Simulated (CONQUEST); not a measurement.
Runs of CONQUEST 1.3 on TiO2 (Anatase). The structure is tetragonal, space group I4_1/amd (No. 141). The conventional cell has a = 3.784 Å, b = 3.784 Å, c = 9.515 Å, α = 90.00°, β = 90.00°, γ = 90.00°. Ti (site symmetry -4m2) is surrounded by 6 O at 1.93 to 1.98 Å. O (site symmetry 2mm) has 3 Ti at 1.93 to 1.98 Å as nearest neighbours. 

| task | level | potentials or basis | k mesh | gap on the mesh (eV) | pressure (GPa) | V0 of scaled cells (Å³/atom) | B0 (GPa) | largest force (eV/Å) |
| --- | --- | --- | --- | --- | --- | --- | --- | --- |
| equation of state | PBE | PseudoDojo NC PBE, SZ, grid of 40 × 40 × 100 points | 7 × 7 × 3 | - | - | 11.53 | 215 | - |
| single point | PBE | PseudoDojo NC PBE, SZP, grid cutoff 150 Ha | 7 × 7 × 3 | (b) | 8.8 | - | - | 0.12 |
| single point | PBE | PseudoDojo NC PBE, SZP, grid cutoff 150 Ha | 5 × 5 × 2 | 1.81 | 8.8 | - | - | 0.12 |
| single point | PBE | PseudoDojo NC PBE, SZP, grid cutoff 150 Ha | 9 × 9 × 4 | 1.80 | 8.8 | - | - | 0.12 |
| equation of state | PBEsol | PseudoDojo NC PBEsol, DZP, grid of 40 × 40 × 100 points | 5 × 5 × 2 | - | - | 11.42 | (a) | - |

Alike in all rows: no spin polarisation; cell as given; smearing fermi-dirac 0.05 eV.

Problem. Estimate the missing entries.

Solution. (a) 216; (b) 1.79.

Caveats: the basis of atomic orbitals isn't converged, which shifts pressures, moduli and gaps; the atomic basis is small (some runs); an odd mesh through Γ misses points on the zone boundary, where band edges often lie (some runs); the cell was scaled at fixed shape and fractional positions, which overstates the stiffness of a crystal with free parameters, most of all of layers and chains (some runs); the DZP basis gives volumes some 2 % larger than converged bases do, and moduli off by several per cent (some runs).
